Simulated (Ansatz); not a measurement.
**Electron scattering at the Σ5 (310) boundary in fcc Rh with O (interstitial)**

Aim: the relaxed structure and the specific resistance of the Σ5 (310) boundary in fcc Rh with O (interstitial).

Main program and level: Ansatz 0.2.0; Ansatz plane-wave DFT, PBE, PAW files; relaxation of a bicrystal slab with its lowest layers held; PAW set soft_1, in the first sound run; inputs show where later runs differ.

### 1. The starting structure

The cell holds 33 atoms: 32 Rh and 1 O. Its edges and angles: a = 6.013 Å, b = 3.803 Å, c = 30.242 Å, α = 90.0°, β = 90.0°, γ = 90.0°. It derives from Rh. built on the (3 1 0) plane; 2 overlapping atoms removed and the grains opened by 0 Å. Vacuum lies along c.

### 2. Relaxing the bicrystal

The boundary is built by mirroring the lower grain in the boundary plane and removing any atoms that overlap; then the O is put in at the boundary. A thin bicrystal slab is relaxed first, with the lowest layers held and the upper grain free to shift and open.

The input, input.yaml:

```yaml
crystal:
  lattice:
    - [6.0132290847, 0.0, 0.0]
    - [0.0, 3.8031, 0.0]
    - [0.0, 0.0, 30.242333072]
  atoms:
    - { symbol: Rh, position: [0.2, 0.0, 0.1653311597] }
    - { symbol: Rh, position: [0.9, 0.5, 0.1852146425] }
    - { symbol: Rh, position: [0.6, 0.0, 0.2050981253] }
    - { symbol: Rh, position: [0.3, 0.5, 0.224981608] }
    - { symbol: Rh, position: [1.0, 0.0, 0.2448650908] }
    - { symbol: Rh, position: [0.7, 0.5, 0.2647485736] }
    - { symbol: Rh, position: [0.4, 0.0, 0.2846320563] }
    - { symbol: Rh, position: [0.1, 0.5, 0.3045155391] }
    - { symbol: Rh, position: [0.8, 0.0, 0.3243990219] }
    - { symbol: Rh, position: [0.5, 0.5, 0.3442825047] }
    - { symbol: Rh, position: [0.2, 0.0, 0.3641659874] }
    - { symbol: Rh, position: [0.9, 0.5, 0.3840494702] }
    - { symbol: Rh, position: [0.6, 0.0, 0.403932953] }
    - { symbol: Rh, position: [0.3, 0.5, 0.4238164357] }
    - { symbol: Rh, position: [0.0, 0.0, 0.4436999185] }
    - { symbol: O, position: [0.6666666667, 0.5, 0.4436999185] }
    - { symbol: Rh, position: [0.6, 0.0, 0.483466884] }
    - { symbol: Rh, position: [0.9, 0.5, 0.5033503668] }
    - { symbol: Rh, position: [0.2, 0.0, 0.5232338496] }
    - { symbol: Rh, position: [0.5, 0.5, 0.5431173323] }
    - { symbol: Rh, position: [0.8, 0.0, 0.5630008151] }
    - { symbol: Rh, position: [0.1, 0.5, 0.5828842979] }
    - { symbol: Rh, position: [0.4, 0.0, 0.6027677806] }
    - { symbol: Rh, position: [0.7, 0.5, 0.6226512634] }
    - { symbol: Rh, position: [1.0, 0.0, 0.6425347462] }
    - { symbol: Rh, position: [0.3, 0.5, 0.6624182289] }
    - { symbol: Rh, position: [0.6, 0.0, 0.6823017117] }
    - { symbol: Rh, position: [0.9, 0.5, 0.7021851945] }
    - { symbol: Rh, position: [0.2, 0.0, 0.7220686772] }
    - { symbol: Rh, position: [0.5, 0.5, 0.74195216] }
    - { symbol: Rh, position: [0.8, 0.0, 0.7618356428] }
    - { symbol: Rh, position: [0.1, 0.5, 0.7817191255] }
    - { symbol: Rh, position: [0.4, 0.0, 0.8016026083] }
kpoints:
  mp_grid: { grid: [4, 6, 1] }
hamiltonian:
  xc: pbe
  pseudopotentials: { kind: paw, azcp: { folder: soft_1 } }
scf:
  occupations: { method: fermi_dirac, width: 0.1 }
relax:
  f_tol: 0.03
  max_steps: 80
  constraints: [{ sites: [0, 1, 2, 3, 4] }]
```

On the command line:

```bash
$ ansatz run input.yaml --threads 8 --pin off --max-ram 15360MiB --backend cpu --events-out ev --progress --plain --runs-dir out
```

Numbers of over 12 decimals in the logs are rounded to 6 here.

What it wrote:

```text
Engine: ansatz 0.2.0, aarch64-unknown-linux-gnu
Pseudopotentials: kind: paw
Pseudopotential: Rh, paw, valence charge 17, recommended cutoff 420 eV (normal), soft_1/Rh.paw.azcp
Pseudopotential: O, paw, valence charge 6, recommended cutoff 420 eV (normal), soft_1/O.paw.azcp
Functional definition: PBE
  parameter kappa = 0.804
  parameter beta = 0.066725
  exchange = pbe_x(kappa = kappa, mu = beta*pi^2/3)
  correlation = pbe_c(beta = beta)
Crystal: 33 atoms, lattice volume = 691.609 Å³
Basis set: ecut = 420 eV, 13501 PW (Γ), exchange–correlation on 90×54×432 points (8 copies of the dense FFT grid, shifted against one another)
Bands: 330, of which v1, the nominal top of the filled ones, is band 275 counted from 1 (274 counted from 0)
Symmetry: 2 space group operations
Space group: Pm (ITA 6), of the structure as read, at distance tolerance 8.8e-5 Å
k-points: 12 of 24 (time reversal used)
Non-local potential: Rh, projectors of the file, l = 0: 3, l = 1: 2, l = 2: 2, l = 3: 1
Non-local potential: O, projectors of the file, l = 0: 2, l = 1: 2, l = 2: 1
PAW form: soft (Blöchl's): semilocal exchange-correlation on the pseudo side does not see the compensation charge
PAW one-centre angular grid: Rh, 590 points (default); XC on 64 Gauss nodes
PAW one-centre angular grid: O, 110 points (default); XC on 64 Gauss nodes
Initial density: superposition of atomic densities (neutral atoms: chi_scale 0, normalization atom)
Initial wavefunctions: pseudopotential atomic-orbital guess
Functional: x = pbe(κ = 0.804, μ = 0.219515), c = pbe(β = 0.066725)
SCF iter   1: F=—  HF=-205464.647527 eV  |F-HF|=—  |Δ(HF+E_count)|=         —  Δρ=8.71e-2  dr2=6.79e1  ethr=3.10e-3  ⟨swp⟩=6.0  Hψ=13550  notcnv=0  defer=82
preconditioner: auto → LDOS  [metal: Δε(μ)=0.018 eV  Ē_g=5.898 eV  σ=0.100 eV  W_gap=0.04  n_scr=206 (ndim 8)  ℏωp=24.2 eV  f_vac=0.305  D(μ)=48.99/eV (n_scr^D=540)  β→1.0]
SCF iter   2: F=—  HF=-205471.403771 eV  |F-HF|=—  |Δ(HF+E_count)|=    6.76e0  Δρ=1.02e-1  dr2=7.15e1  ethr=3.10e-3  ⟨swp⟩=3.0  Hψ=10523  notcnv=0  defer=160
SCF iter   3: F=—  HF=-205450.064581 eV  |F-HF|=—  |Δ(HF+E_count)|=    2.13e1  Δρ=1.91e-2  dr2=2.55e0  ethr=3.10e-3  ⟨swp⟩=2.0  Hψ=8300  notcnv=0  defer=209
SCF iter   4: F=—  HF=-205449.469697 eV  |F-HF|=—  |Δ(HF+E_count)|=   5.95e-1  Δρ=5.33e-3  dr2=3.08e-1  ethr=4.64e-4  ⟨swp⟩=2.6  Hψ=7529  notcnv=0  defer=195
SCF iter   5: F=—  HF=-205449.433519 eV  |F-HF|=—  |Δ(HF+E_count)|=   3.62e-2  Δρ=1.65e-3  dr2=7.40e-2  ethr=5.61e-5  ⟨swp⟩=2.7  Hψ=7394  notcnv=0  defer=190
SCF iter   6: F=—  HF=-205449.429072 eV  |F-HF|=—  |Δ(HF+E_count)|=   4.45e-3  Δρ=7.10e-4  dr2=6.46e-3  ethr=1.35e-5  ⟨swp⟩=2.0  Hψ=5262  notcnv=0  defer=190
SCF iter   7: F=—  HF=-205449.427712 eV  |F-HF|=—  |Δ(HF+E_count)|=   1.36e-3  Δρ=2.21e-4  dr2=6.73e-4  ethr=1.17e-6  ⟨swp⟩=2.7  Hψ=6140  notcnv=0  defer=190
SCF iter   8: F=—  HF=-205449.427611 eV  |F-HF|=—  |Δ(HF+E_count)|=   1.01e-4  Δρ=8.91e-5  dr2=1.28e-4  ethr=1.22e-7  ⟨swp⟩=2.8  Hψ=6252  notcnv=0  defer=190
SCF iter   9: F=-205449.427603 eV  HF=-205449.427618 eV  |F-HF|=1.52e-5  |Δ(HF+E_count)|=   6.80e-6  Δρ=3.33e-5  dr2=1.80e-5  ethr=4.09e-9  ⟨swp⟩=3.0  Hψ=13683  notcnv=0
SCF 1 converged in 9 iterations: F = -205449.427603 eV  dr2 = 1.80e-5
  greatest PAW one-centre occupation: 1.000 electrons in one spin orbital (limit 2), on the Rh atom at site 21 (counted from 0), in its partial waves of l = 0
relax step   1: F+E_penalty+E_count = -205449.42760262 eV  Δ(F+E_penalty+E_count) = +0.000e0 eV  max|allowed force component| = 2.060e0 eV/Å  Δτ_max = 0.0000 Å  (9 SCF iters, dr2 threshold 2.25e-5 eV, accepted)
Initial density: handed on by an earlier stage of this run
Initial wavefunctions: those handed on with the density
iter 1 solved again at ethr=1.71e-4 eV; its pass at ethr=3.10e-3 eV (dr2=9.41e-1 eV) is discarded
SCF iter   1: F=—  HF=-205449.953388 eV  |F-HF|=—  |Δ(HF+E_count)|=         —  Δρ=1.19e-2  dr2=9.41e-1  ethr=1.71e-4  ⟨swp⟩=1.0  Hψ=14656  notcnv=0  defer=189
preconditioner: auto → LDOS  [metal: Δε(μ)=0.004 eV  Ē_g=5.646 eV  σ=0.100 eV  W_gap=0.01  n_scr=206 (ndim 8)  ℏωp=24.2 eV  f_vac=0.305  D(μ)=52.55/eV (n_scr^D=616)  β→1.0]
SCF iter   2: F=—  HF=-205449.903838 eV  |F-HF|=—  |Δ(HF+E_count)|=   4.96e-2  Δρ=4.85e-3  dr2=4.16e-1  ethr=1.71e-4  ⟨swp⟩=2.1  Hψ=6807  notcnv=0  defer=189
SCF iter   3: F=—  HF=-205449.858756 eV  |F-HF|=—  |Δ(HF+E_count)|=   4.51e-2  Δρ=1.84e-3  dr2=2.64e-2  ethr=7.56e-5  ⟨swp⟩=2.0  Hψ=6239  notcnv=0  defer=189
SCF iter   4: F=—  HF=-205449.852862 eV  |F-HF|=—  |Δ(HF+E_count)|=   5.89e-3  Δρ=5.98e-4  dr2=4.91e-3  ethr=4.81e-6  ⟨swp⟩=3.0  Hψ=7755  notcnv=0  defer=190
SCF iter   5: F=—  HF=-205449.851983 eV  |F-HF|=—  |Δ(HF+E_count)|=   8.79e-4  Δρ=1.92e-4  dr2=4.37e-4  ethr=8.93e-7  ⟨swp⟩=2.0  Hψ=5553  notcnv=0  defer=190
SCF iter   6: F=-205449.851864 eV  HF=-205449.851943 eV  |F-HF|=7.84e-5  |Δ(HF+E_count)|=   3.97e-5  Δρ=7.67e-5  dr2=9.16e-5  ethr=1.82e-8  ⟨swp⟩=3.1  Hψ=14325  notcnv=0
SCF 2 converged in 6 iterations: F = -205449.851864 eV  dr2 = 9.16e-5
  greatest PAW one-centre occupation: 1.000 electrons in one spin orbital (limit 2), on the Rh atom at site 28 (counted from 0), in its partial waves of l = 0
relax step   2: F+E_penalty+E_count = -205449.85186447 eV  Δ(F+E_penalty+E_count) = -4.243e-1 eV  max|allowed force component| = 6.210e-1 eV/Å  Δτ_max = 0.1533 Å  (6 SCF iters, dr2 threshold 1.00e-4 eV, accepted)
SCF iter   1: F=—  HF=-205449.938911 eV  |F-HF|=—  |Δ(HF+E_count)|=         —  Δρ=4.18e-3  dr2=5.17e-1  ethr=1.20e-4  ⟨swp⟩=4.0  Hψ=7502  notcnv=0  defer=187
preconditioner: auto → LDOS  [metal: Δε(μ)=0.003 eV  Ē_g=5.638 eV  σ=0.100 eV  W_gap=0.01  n_scr=206 (ndim 8)  ℏωp=24.2 eV  f_vac=0.304  D(μ)=52.79/eV (n_scr^D=620)  β→1.0]
SCF iter   2: F=—  HF=-205449.930268 eV  |F-HF|=—  |Δ(HF+E_count)|=   8.64e-3  Δρ=1.38e-3  dr2=1.77e-2  ethr=9.39e-5  ⟨swp⟩=1.2  Hψ=4562  notcnv=0  defer=187
SCF iter   3: F=—  HF=-205449.927384 eV  |F-HF|=—  |Δ(HF+E_count)|=   2.88e-3  Δρ=9.36e-4  dr2=6.96e-3  ethr=3.22e-6  ⟨swp⟩=3.0  Hψ=8508  notcnv=0  defer=187
SCF iter   4: F=—  HF=-205449.926009 eV  |F-HF|=—  |Δ(HF+E_count)|=   1.37e-3  Δρ=3.48e-4  dr2=9.52e-4  ethr=1.27e-6  ⟨swp⟩=2.1  Hψ=5596  notcnv=0  defer=187
SCF iter   5: F=—  HF=-205449.925861 eV  |F-HF|=—  |Δ(HF+E_count)|=   1.48e-4  Δρ=1.11e-4  dr2=1.74e-4  ethr=1.73e-7  ⟨swp⟩=2.0  Hψ=5781  notcnv=0  defer=187
SCF iter   6: F=-205449.925826 eV  HF=-205449.925837 eV  |F-HF|=1.11e-5  |Δ(HF+E_count)|=   2.35e-5  Δρ=3.24e-5  dr2=1.31e-5  ethr=4.38e-9  ⟨swp⟩=3.0  Hψ=14806  notcnv=0
SCF 3 converged in 6 iterations: F = -205449.925826 eV  dr2 = 1.31e-5
[...]
relax step   6: F+E_penalty+E_count = -205450.15329392 eV  Δ(F+E_penalty+E_count) = -8.530e-2 eV  max|allowed force component| = 4.370e-1 eV/Å  Δτ_max = 0.1950 Å  (6 SCF iters, dr2 threshold 5.45e-5 eV, accepted)
relax step   7: F+E_penalty+E_count = -205450.25108900 eV  Δ(F+E_penalty+E_count) = -9.780e-2 eV  max|allowed force component| = 4.298e-1 eV/Å  Δτ_max = 0.1973 Å  (6 SCF iters, dr2 threshold 1.00e-4 eV, accepted)
relax step   8: F+E_penalty+E_count = -205450.32540497 eV  Δ(F+E_penalty+E_count) = -7.432e-2 eV  max|allowed force component| = 4.211e-1 eV/Å  Δτ_max = 0.1941 Å  (6 SCF iters, dr2 threshold 1.00e-4 eV, accepted)
relax step   9: F+E_penalty+E_count = -205450.41974730 eV  Δ(F+E_penalty+E_count) = -9.434e-2 eV  max|allowed force component| = 3.369e-1 eV/Å  Δτ_max = 0.1950 Å  (6 SCF iters, dr2 threshold 1.00e-4 eV, accepted)
relax step  10: F+E_penalty+E_count = -205450.47326337 eV  Δ(F+E_penalty+E_count) = -5.352e-2 eV  max|allowed force component| = 4.165e-1 eV/Å  Δτ_max = 0.2000 Å  (6 SCF iters, dr2 threshold 7.27e-5 eV, accepted)
relax step  11: F+E_penalty+E_count = -205450.48973015 eV  Δ(F+E_penalty+E_count) = -1.647e-2 eV  max|allowed force component| = 3.259e-1 eV/Å  Δτ_max = 0.0752 Å  (5 SCF iters, dr2 threshold 1.00e-4 eV, accepted)
relax step  12: F+E_penalty+E_count = -205450.49646515 eV  Δ(F+E_penalty+E_count) = -6.735e-3 eV  max|allowed force component| = 1.427e-1 eV/Å  Δτ_max = 0.0866 Å  (5 SCF iters, dr2 threshold 6.50e-5 eV, accepted)
relax step  13: F+E_penalty+E_count = -205450.50235328 eV  Δ(F+E_penalty+E_count) = -5.888e-3 eV  max|allowed force component| = 2.628e-2 eV/Å  Δτ_max = 0.0296 Å  (6 SCF iters, dr2 threshold 3.91e-6 eV, accepted)
iter 1 solved again at ethr=4.07e-10 eV; its pass at ethr=3.10e-3 eV (dr2=2.24e-6 eV) is discarded
SCF iter   1: F=—  HF=-205450.502227 eV  |F-HF|=—  |Δ(HF+E_count)|=         —  Δρ=1.39e-5  dr2=2.24e-6  ethr=4.07e-10  ⟨swp⟩=1.7  Hψ=9293  notcnv=0  defer=171
preconditioner: auto → LDOS  [metal: Δε(μ)=0.009 eV  Ē_g=5.653 eV  σ=0.100 eV  W_gap=0.02  n_scr=206 (ndim 8)  ℏωp=24.2 eV  f_vac=0.301  D(μ)=52.32/eV (n_scr^D=616)  β→1.0]
SCF iter   2: F=—  HF=-205450.502355 eV  |F-HF|=—  |Δ(HF+E_count)|=   1.29e-4  Δρ=1.13e-5  dr2=1.37e-6  ethr=4.06e-10  ⟨swp⟩=2.0  Hψ=6908  notcnv=0  defer=171
SCF iter   3: F=—  HF=-205450.502355 eV  |F-HF|=—  |Δ(HF+E_count)|=   3.06e-7  Δρ=3.22e-6  dr2=1.46e-7  ethr=2.49e-10  ⟨swp⟩=2.2  Hψ=6569  notcnv=0  defer=171
SCF iter   4: F=-205450.502355 eV  HF=-205450.502355 eV  |F-HF|=1.45e-8  |Δ(HF+E_count)|=   1.05e-8  Δρ=1.31e-6  dr2=2.20e-8  ethr=1.82e-11  ⟨swp⟩=4.8  Hψ=12137  notcnv=0
SCF 14 converged in 4 iterations: F = -205450.502355 eV  dr2 = 2.20e-8
relax step  14: F+E_penalty+E_count = -205450.50235492 eV  Δ(F+E_penalty+E_count) = -1.634e-6 eV  max|allowed force component| = 2.621e-2 eV/Å  Δτ_max = 0.0000 Å  (4 SCF iters, accepted)
SCF converged after 4 iterations
Free energy (F): -205450.502355 eV
Harris-Foulkes:  -205450.502355 eV  (|F-HF|=1.45e-8)
Internal energy: -205448.783578 eV  (E = F + TS)
E sigma→0 (E₀):  -205449.642966 eV
Entropy (-TS):   -1.718777 eV (-52.084 meV/atom)
Fermi energy:    12.665039 eV
--- Per-component energies (eV) ---
  E_band       = -7889.381353
  E_kinetic    = 17336.788514
  E_local      = -700727.584329  (includes V_loc(G=0)·N_el)
  E_nonlocal   = 9614.002397
  E_hartree    = 341674.458174
  E_xc         = -6510.196206
  E_vxc        = -8168.850140  (∫ρ·V_xc dr)
  E_paw        = -115472.391657  (= ΣΔE_a)
  E_vpaw       = -9292.681432  (= ΣTr[D̂ρ^β])
  E_aug_tail   = 0.003336  (compensation charges beyond the density's cutoff)
  E_ewald      = 248636.136193
  E_smearing   = -1.718777  (= −TS)
  E_closure    = -0.000000  (closes the sum)
  Σ components = -205450.502355   (vs F -205450.502355, Δ=0.00e0)
--- Forces (eV/Å), atoms counted from 1 ---
  atom   1  Rh    -0.15234342     0.00000000     0.85640348
  atom   2  Rh     0.22479605     0.00000000     0.29865918
  atom   3  Rh     0.09295084     0.00000000    -0.11089559
  atom   4  Rh    -0.07621525     0.00000000    -0.60950843
  atom   5  Rh    -0.09269125     0.00000000    -0.48647639
  atom   6  Rh    -0.00134237     0.00000000     0.00041500
  atom   7  Rh    -0.00341388     0.00000000     0.00032155
  atom   8  Rh     0.00208441     0.00000000     0.00315399
  atom   9  Rh     0.00232040     0.00000000     0.01243210
  atom  10  Rh     0.00378730     0.00000000     0.01153941
  atom  11  Rh     0.00675501     0.00000000     0.01343365
  atom  12  Rh    -0.01105132     0.00000000     0.01665067
  atom  13  Rh    -0.00040496     0.00000000     0.01422640
  atom  14  Rh     0.02621054     0.00000000     0.01900194
  atom  15  Rh    -0.00709109     0.00000000     0.01487213
  atom  16  O     -0.00990037     0.00000000    -0.01064932
  atom  17  Rh    -0.00732578     0.00000000    -0.00303232
  atom  18  Rh    -0.00696341     0.00000000    -0.00216156
  atom  19  Rh     0.00567073     0.00000000    -0.01031214
  atom  20  Rh    -0.00136309     0.00000000    -0.01526824
  atom  21  Rh    -0.00020213     0.00000000    -0.01831287
  atom  22  Rh     0.00819887     0.00000000    -0.02199887
  atom  23  Rh     0.00229616     0.00000000    -0.01458055
  atom  24  Rh    -0.00408624     0.00000000     0.00214228
  atom  25  Rh     0.00261399     0.00000000     0.00419394
  atom  26  Rh    -0.00243690     0.00000000     0.00421475
  atom  27  Rh     0.00095454     0.00000000     0.01210942
  atom  28  Rh    -0.00050192     0.00000000     0.01046696
  atom  29  Rh    -0.00399445     0.00000000     0.01271388
  atom  30  Rh    -0.00389781     0.00000000     0.00777250
  atom  31  Rh     0.00390378     0.00000000     0.00474906
  atom  32  Rh     0.00358206     0.00000000    -0.00336224
  atom  33  Rh    -0.00086147     0.00000000    -0.01281352
  max |Σ_I F_I| component: 1.00e-4 eV/Å
--- Relaxed structure (14 steps of the walk, 14 accepted, 0 SCFs on fresh bases) ---
  F+E_penalty+E_count = -205450.50235492 eV   max|allowed force component| = 2.621e-2 eV/Å
  atoms:
    - { symbol: Rh, position: [0.200000, 0.0, 0.1653311597] }
    - { symbol: Rh, position: [0.9, 0.5, 0.1852146425] }
    - { symbol: Rh, position: [0.6, 0.0, 0.2050981253] }
    - { symbol: Rh, position: [0.3, 0.5, 0.224981608] }
    - { symbol: Rh, position: [1.0, 0.0, 0.2448650908] }
    - { symbol: Rh, position: [0.698750, 0.5, 0.264271] }
    - { symbol: Rh, position: [0.401251, 0.0, 0.284617] }
    - { symbol: Rh, position: [0.101322, 0.5, 0.305132] }
    - { symbol: Rh, position: [0.803415, 0.0, 0.324475] }
    - { symbol: Rh, position: [0.504084, 0.5, 0.344908] }
    - { symbol: Rh, position: [0.203640, 0.0, 0.365733] }
    - { symbol: Rh, position: [0.906285, 0.5, 0.386413] }
    - { symbol: Rh, position: [0.605349, 0.0, 0.402412] }
    - { symbol: Rh, position: [0.298391, 0.5, 0.425737] }
    - { symbol: Rh, position: [0.00793767, 0.0, 0.446119] }
    - { symbol: O, position: [0.502853, 0.5, 0.477849] }
    - { symbol: Rh, position: [0.607029, 0.0, 0.487039] }
    - { symbol: Rh, position: [0.924619, 0.5, 0.506819] }
    - { symbol: Rh, position: [0.203159, 0.0, 0.527746] }
    - { symbol: Rh, position: [0.510130, 0.5, 0.549266] }
    - { symbol: Rh, position: [0.814215, 0.0, 0.568588] }
    - { symbol: Rh, position: [0.110906, 0.5, 0.587943] }
    - { symbol: Rh, position: [0.410521, 0.0, 0.608311] }
    - { symbol: Rh, position: [0.708113, 0.5, 0.628027] }
    - { symbol: Rh, position: [1.007926, 0.0, 0.648806] }
    - { symbol: Rh, position: [0.307004, 0.5, 0.668494] }
    - { symbol: Rh, position: [0.607082, 0.0, 0.689028] }
    - { symbol: Rh, position: [0.903229, 0.5, 0.708661] }
    - { symbol: Rh, position: [0.204635, 0.0, 0.728770] }
    - { symbol: Rh, position: [0.509834, 0.5, 0.750183] }
    - { symbol: Rh, position: [0.808419, 0.0, 0.768597] }
    - { symbol: Rh, position: [0.109235, 0.5, 0.786753] }
    - { symbol: Rh, position: [0.403768, 0.0, 0.805257] }
```

Elapsed: 18 min, on 8 threads of Arm Neoverse N1, shared host; peak memory 8 GiB.

This run has no spin polarisation, although Rh can carry a moment.

The steps of the relaxation:

```tsv
step	energy less that of the first step (eV)	largest force component (eV/Å)
1	0.0000	2.0601
2	-0.4243	0.6210
3	-0.4982	0.4397
4	-0.5555	0.3258
5	-0.6404	0.3149
6	-0.7257	0.4370
7	-0.8235	0.4298
8	-0.8978	0.4211
9	-0.9921	0.3369
10	-1.0457	0.4165
11	-1.0621	0.3259
12	-1.0689	0.1427
13	-1.0747	0.0263
14	-1.0748	0.0262
```

The run keeps the 2 symmetry operations that it works with, so distortions that break them were not tested.

The atoms that moved most (Å):

```tsv
atom	dx	dy	dz	length
O16	-0.985	0.000	1.033	1.427
Rh30	0.059	0.000	0.249	0.256
Rh31	0.051	0.000	0.204	0.211
Rh27	0.043	0.000	0.203	0.208
Rh29	0.028	0.000	0.203	0.205
Rh28	0.019	0.000	0.196	0.197
Rh20	0.061	0.000	0.186	0.196
Rh25	0.048	0.000	0.190	0.196
```

The relaxed structure:

```cif
data_structure
_symmetry_space_group_name_H-M 'P 1'
_symmetry_Int_Tables_number 1
_cell_length_a 6.0132
_cell_length_b 3.8031
_cell_length_c 30.2423
_cell_angle_alpha 90.000
_cell_angle_beta 90.000
_cell_angle_gamma 90.000
_cell_volume 691.61
loop_
_atom_site_label
_atom_site_type_symbol
_atom_site_fract_x
_atom_site_fract_y
_atom_site_fract_z
_atom_site_occupancy
Rh1 Rh 0.20000 0.00000 0.16533 1
Rh2 Rh 0.90000 0.50000 0.18521 1
Rh3 Rh 0.60000 0.00000 0.20510 1
Rh4 Rh 0.30000 0.50000 0.22498 1
Rh5 Rh 0.00000 0.00000 0.24487 1
Rh6 Rh 0.69875 0.50000 0.26427 1
Rh7 Rh 0.40125 0.00000 0.28462 1
Rh8 Rh 0.10132 0.50000 0.30513 1
Rh9 Rh 0.80341 0.00000 0.32448 1
Rh10 Rh 0.50408 0.50000 0.34491 1
Rh11 Rh 0.20364 0.00000 0.36573 1
Rh12 Rh 0.90629 0.50000 0.38641 1
Rh13 Rh 0.60535 0.00000 0.40241 1
Rh14 Rh 0.29839 0.50000 0.42574 1
Rh15 Rh 0.00794 0.00000 0.44612 1
O16 O 0.50285 0.50000 0.47785 1
Rh17 Rh 0.60703 0.00000 0.48704 1
Rh18 Rh 0.92462 0.50000 0.50682 1
Rh19 Rh 0.20316 0.00000 0.52775 1
Rh20 Rh 0.51013 0.50000 0.54927 1
Rh21 Rh 0.81422 0.00000 0.56859 1
Rh22 Rh 0.11091 0.50000 0.58794 1
Rh23 Rh 0.41052 0.00000 0.60831 1
Rh24 Rh 0.70811 0.50000 0.62803 1
Rh25 Rh 0.00793 0.00000 0.64881 1
Rh26 Rh 0.30700 0.50000 0.66849 1
Rh27 Rh 0.60708 0.00000 0.68903 1
Rh28 Rh 0.90323 0.50000 0.70866 1
Rh29 Rh 0.20463 0.00000 0.72877 1
Rh30 Rh 0.50983 0.50000 0.75018 1
Rh31 Rh 0.80842 0.00000 0.76860 1
Rh32 Rh 0.10924 0.50000 0.78675 1
Rh33 Rh 0.40377 0.00000 0.80526 1
```

Numbers from this step:

```
free energy             : -205450.5024 eV
energy at zero smearing : -205449.6430 eV
Fermi energy            : 12.67 eV
```

The largest force component on a free atom ends at 0.026 eV/Å, under the tolerance of 0.03, after 14 steps.

(Part 1 of 2 ends here.)

[Logs are printed without paths, hosts, clocks, repeated set-up lines and the standing remarks that a program may print on its own settings, such as how far it seeks lower states.]

[Hosts, paths, dates, database ids (printed as entryN), source tags and the programs' standing remarks are cut or masked in the printed files.]
